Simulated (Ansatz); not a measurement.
Moving the pressure in La2O3

The cell as given:

```
La O
1.0
     3.93078    0.00000    0.00000
    -1.96539    3.40415    0.00000
     0.00000    0.00000    6.11195
La O
2 3
Direct
  0.33333 0.66667 0.24624
  0.66667 0.33333 0.75376
  0.00000 0.00000 0.00000
  0.33333 0.66667 0.64589
  0.66667 0.33333 0.35411
```

The cell is a database's computed one, not the measured one.

Kept alike: task relaxation of cell and atoms; functional PBEsol; k mesh 8 × 8 × 5; occupations fermi-dirac, width 0.05 eV; no spin polarisation. Program: Ansatz, Ansatz PAW, cutoff 420 eV. The mesh is that of the run's cell of 5 atoms. No spin-orbit coupling.

| pressure, P (GPa) | volume (Å³/atom) | first edge of the run's cell (Å) | third edge of the run's cell (Å) |
| --- | --- | --- | --- |
| 0 | 15.963 | 3.906 | 6.041 |
| 2 | 15.700 | 3.895 | 5.975 |
| 5 | 15.339 | 3.881 | 5.880 |
| 10 | 14.807 | 3.863 | 5.729 |
| 20 | 13.951 | 3.836 | 5.474 |

The relaxations keep at least the cell's symmetry (P-3m1). Runs of this series that gave no sound value for these columns are left out. The runs follow the start's structure, whether or not it is the stable one at these pressures. Ansatz's relaxations hold a Pulay term in the stress (up to 0.5 GPa here). P is the pressure aimed at, which the runs meet within some hundredths to tenths of a GPa. All rows use potentials made for PBE.

Problem. What does the pressure change here?

Solution. The volume falls from 15.963 to 13.951 Å³/atom between 0 and 20 GPa. The volume falls ever more slowly, since the solid stiffens under load. At the pressures aimed at, which the runs meet within some tenths of a GPa, the step from 0 to 5 GPa gives a mean bulk modulus near 125 GPa, the last step 168 GPa. The first edge of the run's cell falls from 3.906 to 3.836 Å between 0 and 20 GPa. The third edge of the run's cell falls from 6.041 to 5.474 Å between 0 and 20 GPa.
